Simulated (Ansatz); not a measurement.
# Charge transition levels of the N interstitial in AlN, term by term

Computed with DFT PBE, scalar-relativistic, plane waves, PAW (Ansatz 0.2.0). (420 eV cutoff, 4×4×4 k-mesh, Gaussian smearing of 0.01 eV, collinear spin in charge 0, -2 alone)

Host crystal, relaxed:

```
Al N
1.0
     3.13021    0.00000    0.00000
    -1.56510    2.71084    0.00000
     0.00000    0.00000    5.01804
Al N
2 2
Cartesian
  1.5651 0.9036 2.5052
  0.0000 1.8072 5.0142
  1.5651 0.9036 4.4197
  0.0000 1.8072 1.9107
```

The N interstitial was set at (0.000, 0.000, 0.208) of the host cell, in a supercell of 16 sites (170 Å³), relaxed at fixed cell in each charge q. The host's Kohn–Sham gap is 4.03 eV and its static dielectric constant 8.8 (mean). For each charge: the supercell's free energy over the neutral one with q electrons exchanged at the valence band top, F(q) − F(0) + qE_v; the image-charge term; and the term that aligns the potential far from the defect with the host's.

| q | F(q) − F(0) + qE_v (eV) | image charge (eV) | alignment (eV) |
| --- | --- | --- | --- |
| 0 | 0.000 | 0.000 | 0.000 |
| -1 | 2.246 | 0.416 | -0.573 |
| -2 | 4.279 | 1.663 | -1.998 |

Problem. Add the terms and find the levels between neighbouring charges, ε(q/q′) = [A(q′) − A(q)]/(q − q′), with and without the two corrections.

Solution. A(q): 0.000 eV for 0, 2.089 eV for -1, 3.944 eV for -2.
```tsv
level	corrected (eV over E_v)	uncorrected (eV)
(0/-1)	2.09	2.25
(-1/-2)	1.86	2.03
```

As a check, a point charge in a simple cubic cell of this volume has q²αe²/(2εL) = 0.418 q² eV (e² = 14.40 eV Å, α = 2.837, L = 5.54 Å); the shape of the real cell and the anisotropy of ε can change it somewhat. The term grows as q², so it pushes donor levels down and acceptor levels up. The program doubts the alignment for q = -1, -2, so levels beside it are uncertain by about that term.

Problem. Which of these charges is lowest with the Fermi level at the valence band top, at mid-gap and at the conduction band bottom?

Solution. The line A(q) + qE_F that lies lowest gives the charge: 0 at E_F = 0.00 eV, -2 at E_F = 2.02 eV, -2 at E_F = 4.03 eV. The level (0/-1) lies above (-1/-2), so charge -1 is never the lowest: a negative-U pattern, with a direct (0/-2) level at 1.97 eV. In charge -1, -2 the cell has partly filled levels, from a carrier spread over the host's bands, a defect level that the small cell broadens into a band, or a degenerate defect level that the symmetric start can't split, so the levels beside it are doubtful. Charges beyond those computed could lie lower near the band edges.

Problem. The neutral defect forms at 7.74 eV with atoms taken from and returned to the elements. What are the formation energies at those three Fermi levels, and what share of sites would hold the defect at 1200 K with E_F at mid-gap, if the host still stood at that temperature?

Solution. E_f = E_f(0) + A(q) + qE_F = 7.74, 7.65, 3.61 eV. In the dilute limit the share is exp(−E_f/k_BT) = exp(−7.647/0.1034) = 7.7×10⁻³³, leaving out degeneracy and vibrational entropy. This is the N-rich limit; a poorer supply of N, or a competing compound of it, raises E_f. The small cell and the narrow Kohn–Sham gap leave errors of tenths of an eV or more, which change the share by orders of magnitude.